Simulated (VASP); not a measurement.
Tl: single point with BLYP+D3(BJ)

The system is Tl.

```
Tl
1.0
     3.35831    0.00000    0.00000
    -1.02929    3.20888    0.00000
    -1.25471   -1.53014    2.77773
Tl
1
Direct
  0.00000 0.50000 0.00000
```

The cell isn't the ideal one: cell strained at random at fixed volume.

* Program: VASP 6.6.1
* Task: single point
* Functional: BLYP
* Dispersion: D3(BJ)
* Potentials or basis: VASP PAW PBE potentials, release 64 (Tl_d)
* Cutoff: 520 eV
* k mesh: 10 × 9 × 10
* Occupations: methfessel-paxton, width 0.1 eV
* Spin: no spin polarisation

| Item | Value |
| --- | --- |
| Pressure | 0.4 GPa |
| Band gap on the k mesh | none (metal or under the smearing width) |
| Dispersion energy per atom | -0.806 eV |

Stress tensor (GPa, compression positive):
```
 0.46 -0.08  0.26
-0.08  0.36 -0.14
 0.26 -0.14  0.29
```

Levels at points of the mesh, in eV from the Fermi level:
```tsv
k point	band 2	band 3	band 4	band 5	band 6	band 7	band 8	band 9	band 10	band 11
(0.00, 0.00, 0.00)	-11.69	-11.67	-11.34	-11.29	-9.81	9.80	9.93	10.34	12.32	12.36
(0.50, 0.00, 0.00)	-11.82	-11.34	-11.29	-11.05	-5.12	-2.47	5.25	6.78	9.77	11.01
(0.00, 0.00, 0.50)	-11.83	-11.33	-11.27	-11.07	-5.29	-2.53	5.44	6.84	9.94	11.10
(0.50, 0.00, 0.50)	-11.81	-11.38	-11.33	-11.06	-5.33	-2.58	5.77	7.48	10.41	11.62
```

Wall time 2.5 min on 1 thread of AMD EPYC 7R13 Processor (Zen 3), with other jobs on the host, peak memory 0.26 GiB.

Caveat: the PAW data sets were made with another functional, which shifts forces and pressure a little; pairwise dispersion overbinds metals, which lowers pressure and volume. The run has no spin-orbit coupling, so splittings on Tl are missing.
